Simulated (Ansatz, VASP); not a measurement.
Two plane-wave programs on BeTe

File INCAR:

```
  PREC = Accurate
  ENCUT = 600
  EDIFF = 1E-7
  ISMEAR = 0
  SIGMA = 0.1
  LREAL = False
  LASPH = True
  NELM = 100
  ALGO = Normal
  ISIF = 3
  LWAVE = False
  LCHARG = False
  GGA = PE
  IBRION = 2
  NSW = 90
  EDIFFG = -0.04
```

Contents of KPOINTS:

```
Automatic mesh
0
Gamma
  6 6 6
```

Contents of POSCAR:

```
BeTe
1.0
    1.8171445400      1.0491288900      2.9939084900
   -1.8171445400      1.0491288900      2.9939084900
    0.0000000000     -2.0982577800      2.9939084900
Be Te
1 1
Direct
    0.5000000000      0.5000000000      0.5000000000
    0.0000000000      0.0000000000      0.0000000000
```

Input for Ansatz:

```yaml
crystal:
  lattice:
    - [1.81714454, 1.04912889, 2.99390849]
    - [-1.81714454, 1.04912889, 2.99390849]
    - [0.0, -2.09825778, 2.99390849]
  atoms:
    - { symbol: Be, position: [0.5, 0.5, 0.5] }
    - { symbol: Te, position: [0.0, 0.0, 0.0] }
basis:
  ecutwfc: 420
kpoints:
  mp_grid: { grid: [6, 6, 6] }
hamiltonian:
  xc: pbe
scf:
  occupations: { method: gaussian, width: 0.1 }
  lower_state_search: "off"
output:
  forces: true
  stress: true
  eigenvalues: true
relax:
  adjacent_minimum: "off"
  f_tol: 0.04
  max_steps: 70
  cell: { stress_tol: 0.4 }
```

Alike in both runs: task relaxation of cell and atoms; functional PBE; k mesh 6 × 6 × 6; occupations gaussian, width 0.1 eV; no spin polarisation.

```csv
,VASP,Ansatz
version,VASP 6.6.1,Ansatz 0.2.0
potentials or method,"VASP PAW PBE potentials, release 64 (Be, Te)","scalar-relativistic, plane waves, PAW"
plane-wave cutoff (eV),600,420
valence electrons in the cell,8,18
```

Ansatz gave:

| Item | Value |
| --- | --- |
| gap on the k mesh at the Fermi level, each at its own relaxed structure (eV) | none |
| relaxed volume (Å³/atom) | 19.28 |
| relaxed cell length with the largest relative difference (Å) | 3.791 |
| energy change over the relaxation (meV/atom) | -59 |

Question: Which values does VASP return?

Answer: gap on the k mesh at the Fermi level, each at its own relaxed structure (eV): none; relaxed volume (Å³/atom): 19.24; relaxed cell length with the largest relative difference (Å): 3.794; energy change over the relaxation (meV/atom): -60.

A gap of «none» marks a metal or a gap that the smearing closes. The two sets of potentials don't hold the same shells in valence.

The runs have no spin-orbit coupling, so splittings on Te are missing.
